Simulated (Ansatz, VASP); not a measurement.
**GaAs: VASP beside Ansatz**

```xyz
2
Lattice="0.0000 2.8268 2.8268 2.8268 0.0000 2.8268 2.8268 2.8268 0.0000" Properties=species:S:1:pos:R:3 pbc="T T T"
As    4.2403    4.2403    4.2403
Ga    0.0000    0.0000    0.0000
```

Alike in both runs: task single point; functional PBE; k mesh 8 × 8 × 8; occupations gaussian, width 0.019 eV; no spin polarisation.

```csv
,VASP,Ansatz
version,VASP 6.6.1,Ansatz 0.2.0
potentials or method,"VASP PAW PBE potentials, release 64 (As, Ga_d)",Ansatz PAW
plane-wave cutoff (eV),520,420
valence electrons in the cell,18,28
```

VASP gave:

| Quantity | Value |
| --- | --- |
| gap on the k mesh at the Fermi level (eV) | 0.52 |
| least direct gap on the mesh (eV) | 0.52 |
| pressure (GPa) | 3.5 |

Question: Which values does Ansatz return?

Answer: gap on the k mesh at the Fermi level (eV): 0.52; least direct gap on the mesh (eV): 0.52; pressure (GPa): 3.3.

The two sets of potentials don't hold the same shells in valence.

A k mesh can miss the band edges. As with any semilocal functional, this PBE gap is likely too small.
